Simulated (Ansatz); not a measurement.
SnO2 (Cassiterite):

```xyz
6
Lattice="4.7380 0.0000 0.0000 0.0000 4.7380 0.0000 0.0000 0.0000 3.1865" Properties=species:S:1:pos:R:3 pbc="T T T"
Sn    2.3690    2.3690    1.5933
Sn    0.0000    0.0000    0.0000
O     3.8240    0.9140    1.5933
O     3.2830    3.2830    0.0000
O     0.9140    3.8240    1.5933
O     1.4550    1.4550    0.0000
```

```yaml
Program: Ansatz 0.2.0
Task: relaxation of cell and atoms
Functional: BLYP
Potentials_or_basis: Ansatz PAW
Cutoff: "420 eV (not typed: the program's choice for these potentials)"
k_mesh: 6 × 6 × 8
Occupations: fermi-dirac, width 0.05 eV
Spin: no spin polarisation
```

At the start: volume 11.92 Å³/atom.

How do energy, volume and symmetry change on relaxing?

It ends after 8 steps and the volume is 12.96 Å³/atom (+8.7 %); space group P4_2/mnm (No. 136, to 0.05 Å).

Step by step:
```csv
step,energy change (eV),largest force (eV/Å),volume (Å³)
1,0.0000,0.3467,71.53
2,-0.2442,0.0534,77.02
3,-0.2432,0.0676,77.26
4,-0.2443,0.0002,77.27
5,-0.2955,0.0030,77.27
6,-0.2941,0.0042,77.71
7,-0.2940,0.0002,77.73
8,-0.2971,0.0001,77.73
```

Final structure:
```cif
data_structure
_symmetry_space_group_name_H-M 'P 1'
_symmetry_Int_Tables_number 1
_cell_length_a 4.8789
_cell_length_b 4.8789
_cell_length_c 3.2657
_cell_angle_alpha 90.000
_cell_angle_beta 90.000
_cell_angle_gamma 90.000
_cell_volume 77.73
loop_
_atom_site_label
_atom_site_type_symbol
_atom_site_fract_x
_atom_site_fract_y
_atom_site_fract_z
_atom_site_occupancy
Sn1 Sn 0.50000 0.50000 0.50000 1
Sn2 Sn 0.00000 0.00000 0.00000 1
O1 O 0.80682 0.19318 0.50000 1
O2 O 0.69318 0.69318 0.00000 1
O3 O 0.19318 0.80682 0.50000 1
O4 O 0.30682 0.30682 0.00000 1
```

Caveat: the plane-wave basis is chosen anew once the cell has moved, so the energies of steps on either side of that aren't comparable; the pressure holds a Pulay correction of +1.0 GPa for the finite cutoff; the PAW data sets come from PBE, with cores solved anew for the run's functional, which leaves a small shift of forces and pressure.
